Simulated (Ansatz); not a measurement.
`FC(F)(F)[Si](F)(F)F` + CH₃NH₂ → `CN[Si](F)(F)F` + `FC(F)F` at 400 K and 1 bar (ligand exchange at the Si–C bond).

Program: Ansatz. Geometries: PBE0-D4/def2-TZVP. ΔE: electronic, gas phase. CBS: MP2 limit from def2 TZ/QZ plus the TZ coupled-cluster correction, frozen cores. This one scheme is used for every species. Each species was taken in one conformer, which may not be the lowest.

```
              species  CCSD(T)/CBS energy (Eh)  H − E (kJ/mol)  S (J/(mol·K))
`FC(F)(F)[Si](F)(F)F`               -926.09273           100.0          410.7
               CH₃NH₂                -95.75281           185.4          256.0
      `CN[Si](F)(F)F`               -683.86577           203.6          397.0
             `FC(F)F`               -338.02896            84.0          275.7
```

H − E and S are ideal-gas, rigid-rotor, harmonic terms from PBE0-D4/def2-TZVP, for one conformer and one mirror image of each species. 1 Eh = 2625.50 kJ/mol, R = 8.31446 J/(mol·K).

Q: By hand: ΔE, ΔH, ΔS and ΔG.

A: ΔE = (-683.86577) + (-338.02896) − (-926.09273) − (-95.75281) = -0.04919 Eh = -129.1 kJ/mol. Δ(H − E) = 203.6 + 84.0 − 100.0 − 185.4 = 2.2, so ΔH = -126.9 kJ/mol. ΔS = 397.0 + 275.7 − 410.7 − 256.0 = 6.0 J/(mol·K). ΔG = -126.9 − 400 × (6.0)/1000 = -129.3 kJ/mol.

Q: By hand: the equilibrium constant, and the temperature at which ΔG would vanish if ΔH and ΔS stayed fixed.

A: log₁₀ K = −ΔG/(RT ln 10) = 16.9. ΔH and −TΔS have one sign here, so there is no such temperature.

The number of gas molecules stays the same, so ΔS is small and ΔH decides. A doubt of 5 kJ/mol in ΔE shifts log₁₀ K by 0.7 here. Other conformers and mirror images would add mixing entropy, several J/(mol·K) or more a flexible species. Modes under 60 cm⁻¹, often nearly free rotors, make the harmonic entropy too high. These are equilibria of isolated gas molecules and say nothing of rates. Largest T1 diagnostic: 0.013 (customary marks: 0.02 for closed shells, 0.045 for open ones).

ΔS is within the doubt of such terms, so its sign, and with it that verdict, could turn.
